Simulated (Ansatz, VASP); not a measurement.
# SbAs (honeycomb AsSb bilayer, like faces together) in two plane-wave programs, part 2 of 2

Wanted: the spread between two codes on one cell, functional and k mesh. Of the first pair: The structure shown is the start of the Ansatz relaxation below; VASP solves that cell, so the two are compared at the walk's first step.

VASP 6.6.1 and Ansatz 0.2.0.

So far. Step 4 (Differences): The forces differ by 44 meV/Å r.m.s., which is 95.0 % of the r.m.s. force of 0.047 eV/Å (both taken over all components). With vacuum in the cell, a pressure given here is an average over mostly empty space and none of the material.

**6. Ansatz: relaxation, PBE with D3(BJ)**

Level of this step: Ansatz beside VASP: Kohn-Sham DFT, plane waves, PBE with D3(BJ) (Ansatz).

This run makes the geometry at which the two programs are then compared.

The structure compared here is the end of the Ansatz relaxation.

input.yaml

```yaml
crystal:
  lattice:
    - [3.86, 0.0, 0.0]
    - [-1.93, 3.3428580586, 0.0]
    - [0.0, 0.0, 22.0400000016]
  atoms:
    - { symbol: Sb, position: [0.6666666667, 0.3333333333, 0.3629764065] }
    - { symbol: As, position: [0.3333333333, 0.6666666667, 0.4319419237] }
    - { symbol: Sb, position: [0.0, 0.0, 0.6370235935] }
    - { symbol: As, position: [0.6666666667, 0.3333333333, 0.5680580763] }
  periodic: [true, true, false]
kpoints:
  mp_grid: { grid: [9, 9, 1] }
hamiltonian:
  xc: pbe
  dispersion: d3bj
scf:
  occupations: { method: fermi_dirac, width: 0.05 }
relax:
  f_tol: 0.01
  max_steps: 90
  cell: {}
```

Started as:

```console
ansatz run input.yaml --threads 4 --pin off --max-ram 8192MiB --backend cpu --events-out ev --progress --plain --runs-dir out
```

Numbers of over 12 decimals in the logs are rounded to 6 here.

The program printed:

```text
[...]
Crystal: 4 atoms, lattice volume = 462.975 Å³
Basis set: ecut = 420 eV, 9095 PW (Γ), exchange–correlation on 54×54×480 points (8 copies of the dense FFT grid, shifted against one another)
Bands: 36, of which v1, the nominal top of the filled ones, is band 30 counted from 1 (29 counted from 0)
Symmetry: 6 space group operations
[...]
--- Relaxed structure (6 steps of the walk, 5 accepted, 1 SCFs on fresh bases) ---
[...]
cell:  # Å, volume = 462.2932 Å³
    - [3.857156, 0, 0]
    - [-1.928578, 3.340395, 0]
    - [0, 0, 35.880000]
  atoms:
    - { symbol: Sb, position: [0.666667, 0.333333, 0.230617] }
    - { symbol: As, position: [0.333333, 0.666667, 0.272816] }
    - { symbol: Sb, position: [1.7347234758152484e-17, -9.251858538489118e-17, 0.383588] }
    - { symbol: As, position: [0.666667, 0.333333, 0.341519] }
[key lines of the parts left out:]
SCF converged after 7 iterations
Free energy (F): -22682.315004 eV
Fermi energy:    -4.079803 eV
P = ½ c Tr σ = 0.0079 N/m
```

**7. VASP: single point, PBE with D3(BJ), relaxed cell, pair 2**

The same cell, functional, mesh and smearing now go to VASP, with its own data sets.

INCAR

```
SYSTEM = SbAs
PREC = Accurate
ENCUT = 400
EDIFF = 1E-06
NELM = 120
ISMEAR = -1
SIGMA = 0.05
LREAL = .FALSE.
ALGO = Normal
GGA = PE
IVDW = 12
NBANDS = 16
LORBIT = 11
LWAVE = .FALSE.
LCHARG = .FALSE.
ISIF = 2
LDIPOL = .TRUE.
IDIPOL = 3
DIPOL = 0.5 0.5 0.307
LVHAR = .TRUE.
LASPH = .TRUE.
GGA_COMPAT = .FALSE.
EFERMI = MIDGAP
NELMDL = -8
```

POSCAR

```
SbAs
1.0
    3.8571562280      0.0000000000      0.0000000000
   -1.9285781140      3.3403952799      0.0000000000
    0.0000000000      0.0000000000     35.8800000038
Sb As
2 2
Direct
    0.6666666667      0.3333333333      0.2306165844
    0.0000000000      1.0000000000      0.3835880569
    0.3333333334      0.6666666666      0.2728159403
    0.6666666667      0.3333333333      0.3415189947
```

KPOINTS

```
Automatic mesh
0
Gamma
9 9 1
0 0 0
```

Potentials, in the order of the species: Sb and As (PBE family, release 64).

Started as:

```console
mpirun -np 1 vasp_std
```

The program printed:

```text
[... set-up lines as in an earlier step ...]
 entering main loop
       N       E                     dE             d eps       ncg     rms          rms(c)
DAV:   1     0.123555824955E+03    0.12356E+03   -0.50478E+03   384   0.682E+02
DAV:   2    -0.312250501989E+01   -0.12668E+03   -0.12021E+03   576   0.129E+02
DAV:   3    -0.172258636625E+02   -0.14103E+02   -0.13963E+02   568   0.539E+01
DAV:   4    -0.176103950457E+02   -0.38453E+00   -0.38405E+00   472   0.112E+01
[...]
DAV:  23    -0.174099375686E+02   -0.43769E-05   -0.12314E-07   392   0.734E-04    0.124E-04
DAV:  24    -0.174099395995E+02   -0.20310E-05   -0.40662E-08   344   0.475E-04    0.759E-05
DAV:  25    -0.174099401518E+02   -0.55227E-06   -0.76372E-09   272   0.227E-04
   1 F= -.18673385E+02 E0= -.18672042E+02  d E =-.268541E-02
```

From OUTCAR (step 7):

```text
 Edisp (eV)   -1.26345

  Total       0.08970     0.08970     0.20785     0.00000    -0.00000     0.00000
  in kB       0.31089     0.31089     0.72034     0.00000    -0.00000     0.00000
  external pressure =        0.45 kB  Pullay stress =        0.00 kB

 POSITION                                       TOTAL-FORCE (eV/Angst)
 -----------------------------------------------------------------------------------
      1.92858      1.11347      8.27452        -0.000000      0.000000     -0.074200
      0.00000      0.00000     13.76314        -0.000000      0.000000      0.075753
      0.00000      2.22693      9.78864         0.000000     -0.000000      0.076195
      1.92858      1.11347     12.25370        -0.000000      0.000000     -0.077748
 -----------------------------------------------------------------------------------
    total drift:                               -0.000000      0.000000     -0.000345

  FREE ENERGIE OF THE ION-ELECTRON SYSTEM (eV)
  ---------------------------------------------------
  free  energy   TOTEN  =       -18.6733852019 eV

  energy  without entropy=      -18.6706997919  energy(sigma->0) =      -18.67204250

[... 1 part as in an earlier step ...]

[... 2 further parts left out ...]
[key lines of the parts left out:]
E-fermi :  -1.7244
```

**8. Comparison**

What differs besides the data sets and the points named for the pairs above, as far as they apply: the data sets hold 60 valence electrons in Ansatz (on its default PAW (the set named soft_2) files) and 20 in VASP. Total energies have different zeros and are not compared.

Both answers:

```
              quantity  Ansatz   VASP  difference
gap on the k mesh (eV)   0.337  0.313      +0.025
```

Forces (eV/Å; atoms numbered as in POSCAR):

```
atom        Ansatz x, y, z          VASP x, y, z
 Sb1  0.000, 0.000, -0.002  0.000, 0.000, -0.074
 Sb2   0.000, 0.000, 0.001   0.000, 0.000, 0.076
 As3   0.000, 0.000, 0.000   0.000, 0.000, 0.076
 As4   0.000, 0.000, 0.002  0.000, 0.000, -0.078
```

The forces differ by 44 meV/Å r.m.s., where the r.m.s. force is 0.001 eV/Å in Ansatz and 0.044 eV/Å in VASP: the atoms lie near their places of rest in Ansatz, so a percentage would say little (all taken over all components). A gap on the mesh is an upper bound, since the band edges may lie between its points. With vacuum in the cell, a pressure given here is an average over mostly empty space and none of the material.

**9. What came out**

| Item | Value |
| --- | --- |
| r.m.s. force difference (single point, PBE with D3(BJ), start cell, pair 1) | 44 meV/Å |
| r.m.s. force difference (single point, PBE with D3(BJ), relaxed cell, pair 2) | 44 meV/Å |

What this shows: The r.m.s. force difference is 44 meV/Å (single point, PBE with D3(BJ), start cell, pair 1), beyond the 12 meV/Å picked in this series as the mark of a large difference. The data sets hold unlike numbers of valence electrons (60 in Ansatz and 20 in VASP), so part of the differences comes from the potentials. Single point, PBE with D3(BJ), start cell, pair 1, VASP with the data sets Sb_d_GW and As_d and a cutoff of 520 eV: r.m.s. force difference goes from 44 to 5.9 meV/Å. What causes the difference of the single point, PBE with D3(BJ), relaxed cell, pair 2 pair stays open here. Such differences can come from data sets, numerical settings and the points named under the comparisons, not from the functional's error against experiment.

[Lines on the potential files, build, host, timing and source positions are cut from VASP's logs without a mark.]

[Logs are printed without paths, hosts, clocks, repeated set-up lines and the standing remarks that a program may print on its own settings, such as how far it seeks lower states.]

[Hosts, paths, dates, database ids (printed as entryN), source tags and the programs' standing remarks are cut or masked in the printed files.]
